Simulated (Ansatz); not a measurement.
# CHF3 (trifluoromethane): wB97X/STO-3G

Aim: the electronic atomisation energy of CHF3 (trifluoromethane) at wB97X/STO-3G, from 4 runs. 

Program for the calculation: Ansatz 0.2.0.

40 further runs of the same task are left out: 6 that didn't finish, 34 set aside as unsound or not needed.

## Step 1: The molecule

CHF3: 5 atoms, total charge 0, spin state singlet. As SMILES, `FC(F)F`. Geometry: relaxed at PBE0-D4/def2-TZVP.

Bond lengths: F1–C2 1.331 Å, C2–F3 1.331 Å, C2–F4 1.331 Å, C2–H5 1.093 Å. Angles: F1–C2–F3 108.5°, F1–C2–F4 108.5°, F3–C2–F4 108.5°, F1–C2–H5 110.4°, F3–C2–H5 110.4°, F4–C2–H5 110.4°.

## Step 2: A single-point energy at wB97X/STO-3G

The input, input.yaml:

```yaml
crystal:
  periodic: [false, false, false]
  atoms:
    - {symbol: F, position_ang: [-0.668650, -0.329700, 1.079190]}
    - {symbol: C, position_ang: [0.019500, 0.056360, 0.006820]}
    - {symbol: F, position_ang: [1.047350, -0.773770, -0.157470]}
    - {symbol: F, position_ang: [-0.772570, -0.035090, -1.059420]}
    - {symbol: H, position_ang: [0.374370, 1.082210, 0.130870]}
basis:
  gaussian: {orbitals: STO-3G}
hamiltonian: {xc: {name: wB97X}}
accuracy: high
```

Launch:

```
$ ansatz run input.yaml --threads 1 --pin off --max-ram 3480MiB --events-out events.jsonl --progress --plain --runs-dir runs
```

Log:

```text
Warning: RAYON_NUM_THREADS=1 ignored (pool sized by the plan → 1); use --threads N
Functional definition: wB97X
  name "wB97X"
  parameter omega = 0.3/bohr
  parameter cx = 0.157706
  parameter cx1 = 0.726479
  parameter cx2 = 1.04760
  parameter cx3 = -5.70635
  parameter cx4 = 13.2794
  parameter css1 = -4.33879
  parameter css2 = 18.2308
  parameter css3 = -31.7430
  parameter css4 = 17.2901
  parameter cos1 = 2.37031
  parameter cos2 = -11.3995
  parameter cos3 = 6.58405
  parameter cos4 = -3.78132
  exchange = spin_sum(e_x_unif_sr(omega)*poly(b97_u_x, 1 - cx, cx1, cx2, cx3, cx4)) + cx*exact_x_sr(omega)
      + exact_x_lr(omega)
  correlation = spin_sum(e_c_pw_same_spin*poly(b97_u_same, 1, css1, css2, css3, css4))
      + integral(e_c_pw_opposite_spin*poly(b97_u_opposite, 1, cos1, cos2, cos3, cos4))
392 factors; integrals over basis functions are off by at most 4.6e-8 eV
145 factors; integrals over basis functions are off by at most 1.0e-9 eV
mean field evaluation 1: about -9067.4093 eV, gradient 3.4e1 eV
mean field evaluation 2: about -9070.1586 eV, gradient 1.9e1 eV
mean field evaluation 4: about -9071.0700 eV, gradient 8.7e-2 eV
mean field evaluation 8: about -9071.0636 eV, gradient 4.2e-4 eV
mean field evaluation 16: about -9071.0636 eV, gradient 2.7e-8 eV
mean field -9071.06358613 eV, -333.3554382027 hartree, gradient 2.6e-8 eV, S^2 0.000000; 0 other end points of the search recorded, 0 dependent functions left out
reference -9071.06358524 eV, -333.3554381699 hartree; 17, 17 occupied and 4, 4 virtual orbitals, 392 factors
Total energy: -9071.06358524 eV, -333.3554381699 hartree
```

Run time: 4.2 s. Hardware: 1 thread of Arm Neoverse V2, shared host; peak memory 0.24 GiB.

## Step 3: The C atom

The input, run.yaml:

```yaml
crystal:
  periodic: [false, false, false]
  atoms:
    - {symbol: C, position_ang: [0.000000, 0.000000, 0.000000]}
basis:
  gaussian: {orbitals: STO-3G}
magnetization: {spin_polarized: true, initial_magnetization: 2}
hamiltonian: {xc: {name: wB97X}}
accuracy: high
```

Run the same way, it converges to -37.34788 Eh (log not shown).

## Step 4: The F atom, same level

The input, molecule.yaml:

```yaml
crystal:
  periodic: [false, false, false]
  atoms:
    - symbol: F
      position_ang: [0.000000, 0.000000, 0.000000]
basis:
  gaussian: {orbitals: STO-3G}
magnetization: {spin_polarized: true, initial_magnetization: 1}
accuracy: high
hamiltonian: {xc: {name: wB97X}}
```

Run the same way, it converges to -98.27280 Eh (log not shown).

## Step 5: The H atom at the same level

The input, in.yaml:

```yaml
basis:
  gaussian: {orbitals: STO-3G}
crystal:
  periodic: [false, false, false]
  atoms:
    - {symbol: H, position_ang: [0.000000, 0.000000, 0.000000]}
hamiltonian: {xc: {name: wB97X}}
magnetization: {spin_polarized: true, initial_magnetization: 1}
accuracy: high
```

Run the same way, it converges to -0.46692 Eh (log not shown).

## Step 6: What came out

At wB97X/STO-3G:

```
                     quantity          value
       molecule: total energy  -333.35544 Eh
         C atom: total energy   -37.34788 Eh
                 C atom: ⟨S²⟩          2.000
         F atom: total energy   -98.27280 Eh
                 F atom: ⟨S²⟩          0.750
         H atom: total energy    -0.46692 Eh
                 H atom: ⟨S²⟩          0.750
electronic atomisation energy      19.653 eV
```

**Reading.** Taking the molecule apart into free atoms costs 19.65 eV (453 kcal/mol), before zero-point energy and without spin-orbit coupling. In a minimal basis such a difference can be off by several eV, whatever the method.
